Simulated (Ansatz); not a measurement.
TiO2: field gradients at two levels of theory

Cell: a structure deposited in the COD whose atoms were relaxed with PBE, the cell held.

Space group P4_2/mnm (No. 136); a = 4.5940, c = 2.9590 Å.

```
site  Wyckoff  site symmetry       x       y       z
  Ti       2a           m.mm  0.0000  0.0000  0.0000
   O       4f           m.2m  0.3043  0.3043  0.0000
```

One atom of each set is listed.

First run. Method: Kohn–Sham DFT in Ansatz, PBE, plane waves and PAW, scalar-relativistic, 420 eV cutoff, Γ-centred 7×7×10 k-points, Fermi–Dirac smearing 0.02 eV.

```tsv
site	V_zz (10²¹ V/m²)	η
Ti	-2.01	0.10
O	2.40	1.00
```

Second run. The same atoms and settings, except that the functional is LDA.

(1) Given the first result, estimate the second.

Answers

(1) 

```json
{"site": "Ti", "V_zz": "-1.83", "η": "0.16", "change of V_zz": "+0.18"}
{"site": "O", "V_zz": "2.15", "η": "0.92", "change of V_zz": "-0.25"}
```

The largest change of V_zz is on O, from 2.40 to 2.15. In per cent, |V_zz| changes by -9 on Ti, -10 on O (all sites that start above 0.5).

For the first run: At this cell the principal stresses reach 5 GPa in size with PBE, which can matter for small gradients.
For the second run: At this cell the LDA pressure is -8 GPa, so with LDA the cell would shrink if it were relaxed.
